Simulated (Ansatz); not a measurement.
# SnSe2: the band gap up the ladder of functionals

One table from this session's results is given with a row withheld; the runs are named, their logs left out.

Code: Ansatz 0.2.0. PAW datasets, plane waves. (Simulation; spin polarisation is off.)

### Starting point

The cell was relaxed beforehand with r2SCAN+rVV10.

Space group P-3m1 (No. 164), trigonal; conventional cell a = 3.825 Å, c = 6.227 Å, 26.30 Å³ an atom. Around Sn lie 6 Se at 2.71 Å; around Se lie 3 Sn at 2.71 Å.

As a file:

Space group P-3m1 (No. 164). a = 3.825 Å, b = 3.825 Å, c = 6.227 Å, α = 90.00°, β = 90.00°, γ = 120.00°
```tsv
atom	site	symmetry	x	y	z
Sn	1a	-3m.	0.0000	0.0000	0.0000
Se	2d	3m.	0.3333	0.6667	0.2531
```

The first run:

input.yaml reads:

```yaml
crystal:
  lattice:
    - [3.8251491972, 0.0, 0.0]
    - [-1.9125745986, 3.3126763781, 0.0]
    - [0.0, 0.0, 6.2270814759]
  atoms:
    - { symbol: Sn, position: [0.0, 0.0, 0.0] }
    - { symbol: Se, position: [0.3333333333, 0.6666666667, 0.2530781097] }
    - { symbol: Se, position: [0.6666666667, 0.3333333333, 0.7469218903] }
kpoints:
  mp_grid: { grid: [12, 12, 4] }
  band_path:
    path:
      - [[0.0, 0.0, 0.0], [0.5, 2.621810784352e-17, -2.006988644502e-36], [0.3333333333333, 0.3333333333333, -2.622396191635e-34], [0.0, 0.0, 0.0], [1.869098553494e-51, -6.761248907639e-52, 0.5], [0.5, 2.621810784352e-17, 0.5], [0.3333333333333, 0.3333333333333, 0.5], [1.869098553494e-51, -6.761248907639e-52, 0.5]]
      - [[0.5, 2.621810784352e-17, 0.5], [0.5, 2.621810784352e-17, -2.006988644502e-36]]
      - [[0.3333333333333, 0.3333333333333, 0.5], [0.3333333333333, 0.3333333333333, -2.622396191635e-34]]
    npoints: 10
hamiltonian:
  xc: pbe
scf:
  occupations: { method: fermi_dirac, width: 0.02 }
  n_extra_bands: 4
output:
  forces: true
  stress: true
  eigenvalues: true
```

Run with:

```sh
> ansatz run input.yaml --threads 4 --pin off --max-ram 7372MiB --backend cpu --events-out ev --progress --plain --runs-dir out
```

Steps of the session up to this table: Band structure with PBE; Single point with r2SCAN; HSE06 at the same geometry; PBE+SOC at the same geometry; PBE0; LDA at the same geometry; Quasiparticle levels, G0W0@PBE; G0W0 on PBE; DDH-PBE0 at the same geometry; HSE06+SOC; Hartree-Fock; r2SCANh.

One table of the session follows, with a row left open; its other results are not shown here.

```
                     level  gap (eV)
                       PBE      0.67
                    r2SCAN      0.92
                     HSE06      1.30
                   PBE+SOC      0.60
                      PBE0      1.95
                       LDA      0.48
G0W0@PBE (235 empty bands)      1.18
G0W0@PBE (584 empty bands)      1.17
                  DDH-PBE0      1.10
                 HSE06+SOC         ?
              Hartree-Fock      6.57
                   r2SCANh      1.39
```

Q: Estimate the row for HSE06+SOC from the others.

**Answer.** gap (eV): 1.24. In the column «gap (eV)» it lies between G0W0@PBE (235 empty bands) (1.18) and HSE06 (1.30).

Meshes: PBE 12×12×4, r2SCAN 12×12×4, HSE06 6×6×4, PBE+SOC 12×12×4, PBE0 6×6×4, LDA 12×12×4, DDH-PBE0 6×6×4, HSE06+SOC 6×6×2, Hartree-Fock 6×6×4, r2SCANh 6×6×4

Against G0W0@PBE, PBE is short by 0.50 eV, at 57 % of it, and r2SCAN 78 %. PBE0 lies 0.65 eV above HSE06, which differs from it by screening the long-range exchange. Hartree-Fock lies above G0W0@PBE by 5.4 eV. The G0W0 figures hold for the stated bands, cutoff and mesh and aren't extrapolated.

Limits of these values: Warnings in the runs' records: stress scf threshold loose, stress exchange threshold loose.
